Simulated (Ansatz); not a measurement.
BaTiO3:

```
Ba Ti O
1.0
    -2.82767   -1.63255   -2.31773
     2.82767   -4.89766    0.00000
    -2.82767   -1.63255    4.63546
Ba Ti O
2 2 6
Direct
  0.01575 0.99511 0.97326
  0.98425 0.50489 0.52674
  0.50386 0.98954 0.50362
  0.46814 0.51046 0.02438
  0.53055 0.23162 0.73316
  0.48625 0.75828 0.23994
  0.47922 0.75734 0.73348
  0.53758 0.25276 0.23962
  0.99089 0.02893 0.47950
  0.04611 0.47107 0.00370
```

Program: Ansatz 0.2.0. Alike in all runs: potentials or basis Ansatz PAW; cell as given; smearing fermi-dirac 0.05 eV.

Task: Order these runs on this cell by their pressure, lowest first.
A. level r2SCAN; spin off; k mesh 7 × 5 × 5; cutoff (eV) 500; points for each segment of the path 10
B. level PBE; spin off; k mesh 9 × 7 × 7; cutoff (eV) 420
C. level PBEsol; spin SOC, no magnetisation; k mesh 7 × 5 × 5; cutoff (eV) 420; points for each segment of the path 10

Result: C (2.2 GPa), A (5.5 GPa), B (8.5 GPa).

Caveats: the PAW data sets come from PBE, with cores solved anew for the run's functional, which leaves a small shift of forces and pressure (some runs).
